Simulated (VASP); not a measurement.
A run of VASP 6.6.1 is set up as follows.

POSCAR

```
K
1.0
   -2.6162930000      2.6909390000      2.6995500000
    2.6280530000     -2.6536910000      2.6740620000
    2.7292590000      2.7666560000     -2.6623020000
K
1
Direct
    0.0000000000      0.0000000000      0.0000000000
```

Contents of INCAR.step1:

```
PREC = Accurate
ENCUT = 520
EDIFF = 1E-5
ISMEAR = 0
SIGMA = 0.05
LREAL = False
LASPH = True
NELM = 60
ALGO = Normal
ISIF = 2
LWAVE = True
NBANDS = 10
GGA = PE
```

INCAR.step2

```
PREC = Accurate
ENCUT = 520
EDIFF = 1E-6
ISMEAR = 0
SIGMA = 0.05
LREAL = False
LASPH = True
NELM = 60
ALGO = Normal
ISIF = 2
LWAVE = False
LCHARG = True
GGA = PE
LHFCALC = True
AEXX = 0.25
HFSCREEN = 0.3
PRECFOCK = Normal
LELF = True
LVHAR = True
NBANDS = 10
ISTART = 1
```

KPOINTS

```
regular mesh
0
Gamma
  5 5 5
```

Potentials or basis: VASP PAW PBE potentials, release 64 (K_sv).

Run with:

```sh
$ cat potpaw_PBE.64/K_sv/POTCAR > POTCAR
$ cp INCAR.step1 INCAR
$ mpirun -np 1 vasp_std > vasp.out
$ cp INCAR.step2 INCAR
$ mpirun -np 1 vasp_std > vasp.out
```

**Question.** Estimate the band gap on the k mesh.

**Answer.** None (metal or under the smearing width).

**Question.** What does it give for the pressure?

**Answer.** -0.1 GPa.

Stress tensor (GPa, compression positive):
```
-0.26 -0.07 -0.01
-0.07  0.11 -0.01
-0.01 -0.01 -0.28
```

Caveat: the PAW data sets were made with another functional, which shifts forces and pressure a little.
